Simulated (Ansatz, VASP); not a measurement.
KF (Carobbiite): VASP beside Ansatz

File INCAR:

```
SYSTEM = KF
ALGO     = Normal         ! electronic algorithm
EDIFF    = 1E-6           ! SCF threshold, eV
ENCUT    = 520            ! plane-wave cutoff, eV
GGA      = PE             ! functional
ISIF     = 2              ! what is computed and relaxed
ISMEAR   = 0              ! smearing method
LASPH    = .TRUE.         ! aspherical terms in the spheres
LCHARG   = .FALSE.        ! write CHGCAR
LREAL    = .FALSE.        ! projectors in reciprocal space
LWAVE    = .FALSE.        ! write WAVECAR
NBANDS   = 15             ! bands
NELM     = 100            ! most SCF steps
PREC     = Accurate       ! precision mode
SIGMA    = 0.02           ! smearing width, eV
```

KPOINTS

```
k-points
0
G
  8 8 8
  0 0 0
```

POSCAR

```
KF
1.0
    0.0000000000      2.7361935849      2.7361935849
    2.7361935849      0.0000000000      2.7361935849
    2.7361935849      2.7361935849      0.0000000000
K F
1 1
Direct
    0.0000000000      0.0000000000      0.0000000000
    0.5000000000      0.5000000000      0.5000000000
```

Input for Ansatz:

```yaml
crystal:
  lattice:
    - [0.0, 2.7361935849, 2.7361935849]
    - [2.7361935849, 0.0, 2.7361935849]
    - [2.7361935849, 2.7361935849, 0.0]
  atoms:
    - { symbol: K, position: [0.0, 0.0, 0.0] }
    - { symbol: F, position: [0.5, 0.5, 0.5] }
basis:
  ecutwfc: 420
kpoints:
  mp_grid: { grid: [8, 8, 8] }
hamiltonian:
  xc: pbe
scf:
  occupations: { method: gaussian, width: 0.02 }
output:
  forces: true
  stress: true
  eigenvalues: true
```

Alike in both runs: task single point; functional PBE; k mesh 8 × 8 × 8; occupations gaussian, width 0.02 eV; no spin polarisation.

|  | VASP | Ansatz |
| --- | --- | --- |
| version | VASP 6.6.1 | Ansatz 0.2.0 |
| potentials or method | VASP PAW PBE potentials, release 64 (K_sv, F) | scalar-relativistic, plane waves, PAW |
| plane-wave cutoff (eV) | 520 | 420 |
| valence electrons in the cell | 16 | 16 |

```csv
,VASP,Ansatz,Ansatz less VASP
gap on the k mesh at the Fermi level (eV),5.81,5.82,+0.015
least direct gap on the mesh (eV),5.81,5.82,+0.015
pressure (GPa),-0.8,-0.8,+0.01
```

A k mesh can miss the band edges. As with any semilocal functional, this PBE gap is likely too small.
